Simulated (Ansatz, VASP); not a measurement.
# PbF2 (Fluorocronite), level by level in two programs

```xyz
3
Lattice="0.0000 2.9637 2.9637 2.9637 0.0000 2.9637 2.9637 2.9637 0.0000" Properties=species:S:1:pos:R:3 pbc="T T T"
Pb    0.0000    0.0000    0.0000
F     4.4455    4.4455    4.4455
F     1.4818    1.4818    1.4818
```

Single points on this cell with VASP 6.6.1 and Ansatz 0.2.0. Each row is one pair of runs. Alike in all rows: spin: off; k mesh: 8 × 8 × 8; Ansatz's potentials, cutoff: Ansatz PAW, 420 eV.

```tsv
level	smearing	VASP's potentials, cutoff	gap on the k mesh at the Fermi level (eV), VASP	gap on the k mesh at the Fermi level (eV), Ansatz	least direct gap on the mesh (eV), VASP	least direct gap on the mesh (eV), Ansatz	pressure (GPa), VASP	pressure (GPa), Ansatz
PBE	fermi-dirac, width 0.05 eV	VASP PAW PBE potentials, release 64 (Pb_d, F), 520 eV	4.42	4.42	4.56	4.57	2.5	2.7
PBE	gaussian, width 0.05 eV	VASP PAW PBE potentials, release 64 (Pb_d_GW, F_GW), 550 eV	4.42	4.42	4.57	4.57	-	-
RPBE	gaussian, width 0.05 eV	VASP PAW PBE potentials, release 64 (Pb_d, F), 520 eV	4.55	4.55	4.69	4.69	5.7	5.9
PBEsol	fermi-dirac, width 0.05 eV	VASP PAW PBE potentials, release 64 (Pb_d, F), 520 eV	?	4.31	?	4.46	?	-1.1
```

**Question.** Fill in what VASP gave in row 4.

**Answer.** gap on the k mesh at the Fermi level (eV): 4.30; least direct gap on the mesh (eV): 4.46; pressure (GPa): -1.3.

Caveats: spin-orbit coupling is left out, which as a rule narrows the gap of such compounds by several tenths of an eV (some rows); the cutoff is under 1.25 times the usual one of these potentials, so pressure, stress and relaxed cells hold a basis-set (Pulay) error (VASP); the PAW data sets were made with another functional, which shifts forces and pressure a little (VASP); the pressure holds a Pulay correction of +0.5 GPa for the finite cutoff (Ansatz); the pressure holds a Pulay correction of +0.4 GPa for the finite cutoff (Ansatz); the PAW data sets come from PBE, with cores solved anew for the run's functional, which leaves a small shift of forces and pressure (Ansatz).

The runs don't all hold the same shells in valence.
